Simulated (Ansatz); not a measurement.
Which YAML input does this script hand to the engine? (Ansatz 0.2.0, Python API)

The cells in order, each with its output:

**Cell 1**
```python
import json
import warnings

import ansatz as az
import numpy as np
```

**Cell 2**
```python
warnings.simplefilter("ignore", az.DeckWarning)

deck = {
    "crystal": {
        "lattice": [[3.070046, 0.0, 0.0], [-1.535023, 2.658738, 0.0], [0.0, 0.0, 4.678428]],
        "atoms": [
            {
                "symbol": "W",
                "position": [0.333333, 0.666667, 0.746331],
                "spin": 2.0,
            },
            {
                "symbol": "W",
                "position": [0.666667, 0.333333, 0.253669],
                "spin": -2.0,
            },
            {"symbol": "C", "position": [0.0, 0.0, 0.0], "spin": 2.0},
        ],
    },
    "kpoints": {"mp_grid": {"kspacing": 0.3}},
    "hamiltonian": {"xc": "pbe"},
    "scf": {
        "occupations": {"method": "fermi_dirac", "width": 0.15},
        "mixing": {"algorithm": "msr1", "beta": 0.5, "ndim": 4},
    },
    "output": {"forces": True, "stress": True},
    "magnetization": {"spin_polarized": True},
}
```

**Cell 3**
```python
planned = az.Session.from_dict(deck).plan(threads=1, pin="off")
result = planned.execute()
data = result.report
```
Output:
```text
RunWarning: the starting moments were not kept: the SCF closed with an absolute magnetisation of 6.9e-6 μB, where they sum to 6 μB in size (3 sites). That is at most 0.1 of that sum. Measured as dr2_m measures the in/out step, that magnetisation stands 7.5e-12 eV from none, at or under the dr2_threshold of 1.0e-7 eV: it is no larger than a step whose dr2_m would equal this threshold. The system [...]
```

**Cell 4**
```python
[(site.symbol, site.position_frac.round(4).tolist()) for site in result.lattice.sites]
```
Output:
```text
[(<Element.W: 'W'>, [0.3333, 0.6667, 0.7463]), (<Element.W: 'W'>, [0.6667, 0.3333, 0.2537]),
 (<Element.C: 'C'>, [0.0, 0.0, 0.0])]
```

**Cell 5**
```python
data["n_iterations"], data["closed_by"]
```
Output:
```text
(10, 'deck_thresholds')
```

**Cell 6**
```python
data["mixing_algorithm"], data["preconditioner"], data["eigensolver"]
```
Output:
```text
('MSR1', 'Kerker', 'band_cg')
```

**Cell 7**
```python
energy = data["free_energy_ev"]
print("W2C: {:.6f} eV = {:.6f} Ry = {:.6f} Ha".format(energy, energy / 13.605693, energy / 27.211386))
print("Fermi level {:.4f} eV, {} k-points, {} symmetry operations".format(data["fermi_energy_ev"], data["n_kpoints"], data["n_symmetry_ops"]))
```
Output:
```text
W2C: -21020.513673 eV = -1544.979272 Ry = -772.489636 Ha
Fermi level 21.3017 eV, 40 k-points, 6 symmetry operations
```

**Cell 8**
```python
# forces, one row an atom
forces = np.array(data["forces_ev_ang"])
norms = np.linalg.norm(forces, axis=1)
print("largest force {:.4f} eV/A on atom {}".format(norms.max(), norms.argmax()))
print(np.array2string(forces, precision=4, suppress_small=True))
```
Output:
```text
largest force 0.0885 eV/A on atom 1
[[ 0.      0.      0.0885]
 [ 0.     -0.     -0.0885]
 [ 0.     -0.      0.    ]]
```

**Cell 9**
```python
used = data["setup"]
print("cutoffs (eV):", used["ecut_ev"], used["ecutrho_ev"], " FFT grid:", used["fft_dense"])
print("cell volume {:.3f} A^3, {} symmetry operations".format(used["cell_volume_ang3"], used["n_sym_ops"]))

keep = ["free_energy_ev", "energy_sigma0_ev", "fermi_energy_ev", "n_iterations", "converged", "magnetization_mub", "n_kpoints"]
with open("w2c.json", "w") as handle:
    json.dump({key: data[key] for key in keep}, handle, indent=1)
```
Output:
```text
cutoffs (eV): 420.0 1680.0  FFT grid: [24, 24, 32]
cell volume 38.187 A^3, 6 symmetry operations
```

`input.yaml`:
```yaml
crystal:
  lattice:
    - [3.070046, 0.0, 0.0]
    - [-1.535023, 2.658738, 0.0]
    - [0.0, 0.0, 4.678428]
  atoms:
    - { symbol: W, position: [0.333333, 0.666667, 0.746331], spin: 2.0 }
    - { symbol: W, position: [0.666667, 0.333333, 0.253669], spin: -2.0 }
    - { symbol: C, position: [0.0, 0.0, 0.0], spin: 2.0 }
kpoints:
  mp_grid: { kspacing: 0.3 }
hamiltonian:
  xc: pbe
scf:
  occupations: { method: fermi_dirac, width: 0.15 }
  mixing: { algorithm: msr1, beta: 0.5, ndim: 4 }
output:
  forces: true
  stress: true
magnetization:
  spin_polarized: true
```

The program run on that file:
```console
$ ansatz run input.yaml --threads 1 --pin off --max-ram 3072MiB --backend cpu --events-out ev --progress --plain --runs-dir out
Warning: the atoms were moved onto the symmetric positions of the space group found under crystal.symmetry.tolerance 1.0e-5 (fractional; no operation is sought that the atoms, as they stand in a round, miss by more than twice it, and no atom is moved by as much as it), and the run uses the moved positions. Before a round's move an operation carried an atom to 3.07e-6 Å from where it should land, [...]
Engine: ansatz 0.2.0, aarch64-unknown-linux-gnu
Pseudopotentials: kind: paw
Pseudopotential: W, paw, valence charge 14, recommended cutoff 420 eV (normal), W.paw.azcp
Pseudopotential: C, paw, valence charge 4, recommended cutoff 420 eV (normal), C.paw.azcp
Functional definition: PBE
  parameter kappa = 0.804
  parameter beta = 0.06672455060314922
  exchange = pbe_x(kappa = kappa, mu = beta*pi^2/3)
  correlation = pbe_c(beta = beta)
Crystal: 3 atoms, lattice volume = 38.187 Å³
Basis set: ecut = 420 eV, 735 PW (Γ), exchange–correlation on 48×48×64 points (8 copies of the dense FFT grid, shifted against one another)
Bands: 23, of which v1, the nominal top of the filled ones, is band 16 counted from 1 (15 counted from 0)
Symmetry: 6 space group operations
Space group: P3m1 (ITA 156), of the structure as read, at distance tolerance 3.4e-5 Å
Magnetic group: BNS 156.49 (UNI 1279), of the structure as read, at distance tolerance 3.4e-5 Å
k-points: 40 of 320 (time reversal used)
Non-local potential: W, projectors of the file, l = 0: 3, l = 1: 2, l = 2: 2, l = 3: 1
Non-local potential: C, projectors of the file, l = 0: 2, l = 1: 2, l = 2: 1
PAW form: soft (Blöchl's): semilocal exchange-correlation on the pseudo side does not see the compensation charge
PAW one-centre angular grid: W, 590 points (default); XC on 64 Gauss nodes
PAW one-centre angular grid: C, 110 points (default); XC on 64 Gauss nodes
Initial density: superposition of atomic densities (chi_scale 0.1, normalization cell)
Starting moments: Σ|m| = 6 μB on 3 of 3 sites
Initial wavefunctions: pseudopotential atomic-orbital guess
Functional: x = pbe(κ = 0.804, μ = 0.2195149727645171), c = pbe(β = 0.06672455060314922)
SCF iter   1: F=—  HF=-21016.917482 eV  |F-HF|=—  |Δ(HF+E_count)|=         —  Δρ=9.68e-2 (↑7.23e-2 ↓9.68e-2)  dr2=1.87e0  dr2_m=2.22e0  M=0.113 μB ∫|m|=0.576 μB  β_m=0.50  ethr=3.10e-3  ⟨swp⟩=5.0  Hψ=8529  notcnv=0
Mixer restart at iter 1: flushing history
preconditioner: auto → Kerker (q_TF=auto, 2.649 Å⁻¹)  [metal: Δε(μ)=0.036 eV  Ē_g=9.405 eV  σ=0.150 eV  W_gap=0.06  n_scr=8 (ndim 4)  ℏωp=24.0 eV  f_vac=0.000  D(μ)=1.39/eV (n_scr^D=8)]
spin=Collinear: Kerker preconditioning applied to the charge; magnetization (m = ρ↑ − ρ↓) channel mixes plain (no charge-response kernel on spin).
SCF iter   2: F=—  HF=-21019.341105 eV  |F-HF|=—  |Δ(HF+E_count)|=    2.42e0  Δρ=5.55e-2 (↑3.79e-2 ↓5.55e-2)  dr2=1.06e0  dr2_m=6.17e-1  M=0.070 μB ∫|m|=0.401 μB  β_m=0.75  ethr=3.10e-3  ⟨swp⟩=2.2  Hψ=3237  notcnv=0
SCF iter   3: F=—  HF=-21020.446508 eV  |F-HF|=—  |Δ(HF+E_count)|=    1.11e0  Δρ=6.00e-3 (↑6.00e-3 ↓5.26e-3)  dr2=5.63e-2  dr2_m=9.84e-4  M=-0.007 μB ∫|m|=0.058 μB  β_m=0.85  ethr=3.10e-3  ⟨swp⟩=3.0  Hψ=3399  notcnv=0
SCF iter   4: F=—  HF=-21020.498300 eV  |F-HF|=—  |Δ(HF+E_count)|=   5.18e-2  Δρ=2.72e-3 (↑2.72e-3 ↓2.31e-3)  dr2=8.17e-3  dr2_m=7.81e-5  M=-0.002 μB ∫|m|=0.014 μB  β_m=0.92  ethr=1.76e-4  ⟨swp⟩=1.1  Hψ=2484  notcnv=0
SCF iter   5: F=—  HF=-21020.513000 eV  |F-HF|=—  |Δ(HF+E_count)|=   1.47e-2  Δρ=1.03e-3 (↑1.03e-3 ↓4.43e-4)  dr2=4.73e-4  dr2_m=1.02e-4  M=-0.001 μB ∫|m|=0.008 μB  β_m=0.96  ethr=2.55e-5  ⟨swp⟩=2.0  Hψ=2495  notcnv=0
SCF iter   6: F=—  HF=-21020.513665 eV  |F-HF|=—  |Δ(HF+E_count)|=   6.65e-4  Δρ=1.66e-4 (↑1.66e-4 ↓6.56e-5)  dr2=8.18e-6  dr2_m=3.48e-6  M=-0.000 μB ∫|m|=0.002 μB  β_m=0.98  ethr=1.48e-6  ⟨swp⟩=2.0  Hψ=2536  notcnv=0
SCF iter   7: F=—  HF=-21020.513673 eV  |F-HF|=—  |Δ(HF+E_count)|=   8.31e-6  Δρ=2.39e-5 (↑1.72e-5 ↓2.39e-5)  dr2=3.02e-7  dr2_m=1.04e-7  M=-0.000 μB ∫|m|=0.000 μB  β_m=0.99  ethr=2.56e-8  ⟨swp⟩=2.4  Hψ=2893  notcnv=0
SCF iter   8: F=—  HF=-21020.513673 eV  |F-HF|=—  |Δ(HF+E_count)|=   4.34e-8  Δρ=5.16e-6 (↑5.16e-6 ↓4.26e-6)  dr2=3.82e-8  dr2_m=1.23e-9  M=-0.000 μB ∫|m|=0.000 μB  β_m=1.00  ethr=9.43e-10  ⟨swp⟩=2.3  Hψ=2935  notcnv=0
SCF iter   9: F=—  HF=-21020.513673 eV  |F-HF|=—  |Δ(HF+E_count)|=   6.91e-8  Δρ=5.55e-6 (↑5.55e-6 ↓5.48e-6)  dr2=1.42e-7  dr2_m=3.06e-11  M=-0.000 μB ∫|m|=0.000 μB  β_m=1.00  ethr=1.19e-10  ⟨swp⟩=2.0  Hψ=2487  notcnv=0
SCF iter  10: F=-21020.513673 eV  HF=-21020.513673 eV  |F-HF|=1.07e-8  |Δ(HF+E_count)|=   1.53e-8  Δρ=1.92e-6 (↑1.86e-6 ↓1.92e-6)  dr2=1.17e-8  dr2_m=2.68e-11  M=-0.000 μB ∫|m|=0.000 μB  ethr=1.19e-10  ⟨swp⟩=2.5  Hψ=5359  notcnv=0
SCF 1 converged in 10 iterations: F = -21020.513673 eV  dr2 = 1.17e-8
  greatest PAW one-centre occupation: 1.000 electrons in one spin orbital (limit 2), on the W atom at site 1 (counted from 0), in its partial waves of l = 0
WARN: the starting moments were not kept: the SCF closed with an absolute magnetisation of 6.9e-6 μB, where they sum to 6 μB in size (3 sites). That is at most 0.1 of that sum. Measured as dr2_m measures the in/out step, that magnetisation stands 7.5e-12 eV from none, at or under the dr2_threshold of 1.0e-7 eV: it is no larger than a step whose dr2_m would equal this threshold. The system may hold no moment; this SCF shows only that its start led to no more than that. To try another start: raise the starting moments (crystal.atoms[].spin, magnetization.per_species, magnetization.initial_magnetization, or on a non-collinear deck that types none of these the spinor_matrix: blocks that start its atoms; where the total moment is fixed, keep their sum and leave initial_magnetization as it is; typed ones take the place of any that the run laid by itself, positive ones on a crystal's lanthanoids without a Hubbard term where scf.initial_density.shell_occupations: [] is typed) or, if the notice of its spin-set hold's release reads "site moments contracting" or "site moments show no strong build", lengthen the hold (scf.mixing.spin_hold: { on: { confirm: 4 } }; for m-r²SCAN on two components see the key's manual first). Each may lead to a state that holds a moment. A second SCF, from the converged charge density, with the starting moments and any scf.initial_density.shell_occupations laid on it anew, would have followed, and was not run: the deck does not ask for one (magnetization.retry_lost_moments is false, the default). To let it run, set magnetization.retry_lost_moments: true and run the deck again, where that key's refused combinations let it; where memory then withholds it, that run's warning says so.
SCF converged after 10 iterations
Magnetization: -0.0000 μB (16.0000 up, 16.0000 down)
Absolute magnetization: 0.0000 μB (∫|ρ↑−ρ↓|, with the PAW one-centre terms)
Spin contamination: 0.0000 ħ² per cell (⟨S²⟩ above its minimum at these occupations)
Per-site moments (μB) at R_I (Å): [(-9.589183613172864e-8, 0.8799076385774679), (-1.4616923219831995e-6, 0.8799076385774679), (2.126776833828867e-6, 0.8799076385774679)]
Free energy (F): -21020.513673 eV
Harris-Foulkes:  -21020.513673 eV  (|F-HF|=1.07e-8)
Internal energy: -21020.397282 eV  (E = F + TS)
E sigma→0 (E₀):  -21020.455478 eV
Entropy (-TS):   -0.116391 eV (-38.797 meV/atom)
Fermi energy:    21.301729 eV
--- Per-component energies (eV) ---
  E_band       = -171.431129
  E_kinetic    = 991.063578
  E_local      = -1362.908413  (includes V_loc(G=0)·N_el)
  E_nonlocal   = 26.753103
  E_hartree    = 484.146263
  E_xc         = -582.729981
  E_vxc        = -538.222881  (∫ρ·V_xc dr)
  E_paw        = -17223.858238  (= ΣΔE_a)
  E_vpaw       = -256.409313  (= ΣTr[D̂ρ^β])
  E_aug_tail   = -0.000119  (compensation charges beyond the density's cutoff)
  E_ewald      = -3352.863474
  E_smearing   = -0.116391  (= −TS)
  E_closure    = 0.000000  (closes the sum)
  Σ components = -21020.513673   (vs F -21020.513673, Δ=0.00e0)
--- Forces (eV/Å), atoms counted from 1 ---
  atom   1  W      0.00000000     0.00000000     0.08848652
  atom   2  W      0.00000000    -0.00000000    -0.08851552
  atom   3  C      0.00000000    -0.00000000     0.00004988
  max |Σ_I F_I| component: 2.09e-5 eV/Å
--- Stress (GPa, compression-positive) ---
       -1.443998      -0.000000       0.000000
        0.000000      -1.443998       0.000000
        0.000000      -0.000000      -1.776738
  P = ⅓ Tr σ = -1.5549 GPa (-15.549 kbar)
--- Band table (eV; the first three rows and the last of 80) ---
  k-point 0 ↑: bands = ["-53.4151", "-53.3392", "-18.1114", "-17.5213", "-17.5213", "-17.3868", "-17.3868", "-17.2237", "6.7438", "12.9392", "15.9212", "15.9212", "17.3581", "19.8663", "19.9805", "19.9805", "20.2670", "20.2670", "21.8879", "21.8879", "22.9017", "28.0920", "28.7403"]
  k-point 1 ↑: bands = ["-53.4079", "-53.3465", "-18.0314", "-17.5088", "-17.5088", "-17.3995", "-17.3995", "-17.3134", "6.9235", "12.7005", "15.7977", "15.7977", "17.4819", "19.4528", "19.5770", "19.5770", "20.7639", "20.7639", "22.4857", "22.4857", "23.5716", "26.9562", "27.7701"]
  k-point 2 ↑: bands = ["-53.3892", "-53.3653", "-17.8183", "-17.5422", "-17.4765", "-17.4765", "-17.4320", "-17.4320", "7.2501", "12.2619", "15.6284", "15.6284", "17.9091", "18.7534", "19.1060", "19.1060", "21.9858", "21.9858", "23.0318", "23.0318", "24.4887", "25.8232", "26.2265"]
  k-point 39 ↓: bands = ["-53.3480", "-53.3447", "-17.9921", "-17.9618", "-17.8055", "-17.7161", "-17.4230", "-17.3923", "8.7171", "13.7016", "14.3841", "15.5925", "18.0799", "18.3824", "18.6587", "20.6709", "22.0794", "22.5377", "24.0557", "24.6536", "26.2759", "27.2671", "28.2054"]
```

Caveats:
- The settings weren't tested for convergence.
- The SCF didn't keep the moments it started from (some shrank, vanished or turned); what is printed is the state reached.
- For a metal this k-point mesh is coarse: on a finer one energies can move by several to tens of meV an atom and pressures by half a GPa or more, differences at one mesh by less.
- The zero of the levels is a convention of the potentials, so an absolute Fermi energy is no work function.
- Spin-orbit coupling, which matters for elements this heavy, is left out.
- This cell is a computed structure, which may not be the phase found in nature.
- Warnings are shown shortened and without file and line.
- The script silences the warnings on its input, which a real study should read.
- Hardware and time: 24 s on 1 thread of Arm Neoverse V2, on a shared host, peak memory 0.45 GiB.

(Lines on the test bed's own set-up are left out of the output.)
